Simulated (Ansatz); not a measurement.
# SnS2 (Berndtite-2T): the cost of one run

Method: DFT PBE+D3(BJ), scalar-relativistic, plane waves, PAW, in Ansatz 0.2.0.

1 further run of the same task is left out (set aside as unsound or not needed).

## Step 1: The system as given

It takes space group P-3m1 (No. 164, trigonal). The conventional cell has a = 3.639 Å, b = 3.639 Å, c = 5.868 Å, α = 90.00°, β = 90.00°, γ = 120.00°. Sn (site symmetry -3m) has 6 S at 2.56 Å as nearest neighbours. S (site symmetry 3m) has 3 Sn at 2.56 Å as nearest neighbours.

Structure file:

```
Sn S
1.0
     3.63900    0.00000    0.00000
    -1.81950    3.15147    0.00000
     0.00000    0.00000    5.86800
Sn S
1 2
Direct
  0.00000 0.00000 0.00000
  0.33333 0.66667 0.25000
  0.66667 0.33333 0.75000
```

Source of the structure: the Crystallography Open Database.

(A quick probe on a coarse mesh, which set the mesh and smearing, is not shown.)

## Step 3: Relaxing cell and atoms

The input, input.yaml:

```yaml
crystal:
  lattice:
    - [3.639, 0.0, 0.0]
    - [-1.8195, 3.1514664444, 0.0]
    - [0.0, 0.0, 5.868]
  atoms:
    - { symbol: Sn, position: [0.0, 0.0, 0.0] }
    - { symbol: S, position: [0.3333333333, 0.6666666667, 0.25] }
    - { symbol: S, position: [0.6666666667, 0.3333333333, 0.75] }
basis:
  ecutwfc: 420
kpoints:
  mp_grid: { grid: [6, 6, 2] }
hamiltonian:
  xc: pbe
  dispersion: d3bj
scf:
  occupations: { method: gaussian, width: 0.02 }
output:
  forces: true
  stress: true
  eigenvalues: true
  write_density: true
  write_potential: true
  elf: true
  volumetric_format: npy
relax:
  adjacent_minimum: "off"
  f_tol: 0.005
  max_steps: 80
  cell: { stress_tol: 0.05 }
```

Command:

```
$ ansatz run input.yaml --threads 1 --pin off --max-ram 2560MiB --backend cpu --events-out ev --progress --plain --runs-dir out
```

What time and memory should one allow on 1 thread of Intel Xeon at 2.70GHz, shared host?

About 9.7 s, with a peak of 0.35 GiB.
